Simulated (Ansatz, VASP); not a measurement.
## WC in VASP and in Ansatz

Contents of INCAR:

```
PREC     = Accurate       # precision mode
ENCUT    = 520            # plane-wave cutoff, eV
EDIFF    = 1E-6           # SCF threshold, eV
ISMEAR   = -1             # smearing method
SIGMA    = 0.05           # smearing width, eV
LREAL    = False          # projectors in reciprocal space
LASPH    = True           # aspherical terms in the spheres
NELM     = 60             # most SCF steps
ALGO     = Normal         # electronic algorithm
ISIF     = 2              # what is computed and relaxed
LWAVE    = False          # write WAVECAR
LCHARG   = False          # write CHGCAR
GGA      = PS             # functional
NBANDS   = 16             # bands
```

KPOINTS

```
regular mesh
0
Gamma
  10 10 10
```

Contents of POSCAR:

```
WC
1.0
    0.0000000000      2.1779675566      2.1779675566
    2.1779675566      0.0000000000      2.1779675566
    2.1779675566      2.1779675566      0.0000000000
W C
1 1
Direct
    0.0000000000      0.0000000000      0.0000000000
    0.5000000000      0.5000000000      0.5000000000
```

Contents of input.yaml:

```yaml
crystal:
  lattice:
    - [0.0, 2.1779675566, 2.1779675566]
    - [2.1779675566, 0.0, 2.1779675566]
    - [2.1779675566, 2.1779675566, 0.0]
  atoms:
    - { symbol: W, position: [0.0, 0.0, 0.0] }
    - { symbol: C, position: [0.5, 0.5, 0.5] }
kpoints:
  mp_grid: { grid: [10, 10, 10] }
scf:
  occupations: { method: fermi_dirac, width: 0.05 }
hamiltonian:
  xc: pbesol
  pseudopotentials: { kind: all_electron, lapw: { basis_error: 0.001 } }
output:
  forces: true
  stress: true
  eigenvalues: true
```

Change from the starting cell: volume scaled by 0.98.

Alike in both runs: task single point; functional PBEsol; k mesh 10 × 10 × 10; occupations fermi-dirac, width 0.05 eV; no spin polarisation.

|  | VASP | Ansatz |
| --- | --- | --- |
| version | VASP 6.6.1 | Ansatz 0.2.0 |
| potentials or method | VASP PAW PBE potentials, release 64 (W_sv, C) | all-electron LAPW, scalar-relativistic |
| plane-wave cutoff (eV) | 520 | see its input |

|  | VASP | Ansatz | Ansatz less VASP |
| --- | --- | --- | --- |
| gap on the k mesh at the Fermi level (eV) | none | none | - |
| pressure (GPa) | -1.9 | -2.9 | -1.07 |

A gap of «none» marks a metal or a gap that the smearing closes. Ansatz ran all-electron here, so the differences hold the error of VASP's frozen core and of both bases.

Caveats: the PAW data sets were made with another functional, which shifts forces and pressure a little (VASP). The runs have no spin-orbit coupling, so splittings on W are missing.
